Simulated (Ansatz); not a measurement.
The guess for Ge was made by a generator: 4-connected net of one element (R-3m, No. 166). Its size is a rough estimate.

```xyz
6
Lattice="5.3609 3.0951 1.2490 -5.3609 3.0951 1.2490 0.0000 -6.1902 1.2490" Properties=species:S:1:pos:R:3 pbc="T T T"
Ge    3.3295   -1.9223    2.2451
Ge    0.0000   -3.8445    1.5018
Ge   -3.3295   -1.9223    2.2451
Ge    3.3295    1.9223    1.5018
Ge    0.0000    3.8445    2.2451
Ge   -3.3295    1.9223    1.5018
```

Level of theory: DFT PBE, scalar-relativistic, plane waves, PAW in Ansatz 0.2.0. Cutoff 420 eV, Gaussian smearing, Γ-centred meshes. Cell and atoms relax first on a coarse mesh and then on a finer one. In between, the cell is made exact in the group found at 0.06 Å. In metals the finer mesh still leaves noise of several meV/atom or more. The steps can't lower the symmetry of their start. No spin polarisation.

A guess keeps its type if space group and coordination stay and the shape of the cell changes little (axis ratios within about 15 %, angles within 6°); the volume may change.

**Question.** Does it keep its structure type, or change into something else?

**Answer.** It keeps its type. The symmetry stays R-3m (No. 166). The volume per atom grows by 16.4 %, from 20.7 to 24.1 Å³. The shortest distance goes from 2.31 Å (Ge–Ge) to 2.44 Å (Ge–Ge). The ratio c/a of the conventional cell changes by a factor of 0.98. Counting neighbours within 15 % of an atom's shortest distance, the start has Ge 4 and the end Ge 4.

The last run used a 12×12×12 mesh for its 6-atom cell and Gaussian smearing of 0.10 eV. A structure relaxed within its symmetry needn't be a true minimum. Another cell of Ge relaxed alike, in Cmcm, lies 94 meV/atom lower, so this cell isn't the stable form at this level.
